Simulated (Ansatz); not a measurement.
**TiC: equation of state with PBE**

The system is TiC.

```
CELL_PARAMETERS angstrom
0.00000 2.16572 2.16572
2.16572 0.00000 2.16572
2.16572 2.16572 0.00000
ATOMIC_POSITIONS crystal
Ti 0.00000 0.00000 0.00000
C 0.50000 0.50000 0.50000
```

The cell is a database's computed one.

| Item | Value |
| --- | --- |
| Program | Ansatz 0.2.0 |
| Task | equation of state |
| Functional | PBE |
| Potentials or basis | all-electron LAPW, scalar-relativistic |
| Basis error allowed | 0.0005 eV/atom |
| k mesh | 11 × 11 × 11 |
| Occupations | fermi-dirac, width 0.05 eV |
| Spin | no spin polarisation |

| Quantity | Value |
| --- | --- |
| Equilibrium volume | 10.17 Å³/atom |
| Bulk modulus | 251 GPa |
| Pressure derivative of the bulk modulus | 4.0 |

Energy against volume, from the lowest point:
```
volume (Å³/atom)  energy (meV/atom)
           9.548              32.85
           9.752              14.33
           9.955               3.63
          10.158               0.00
          10.361               2.76
          10.564              11.31
          10.767              25.08
```

All runs of the series together: 2.1 min on 1 thread of AMD EPYC 7R43 64-Core Processor (Zen 3) (shared host).
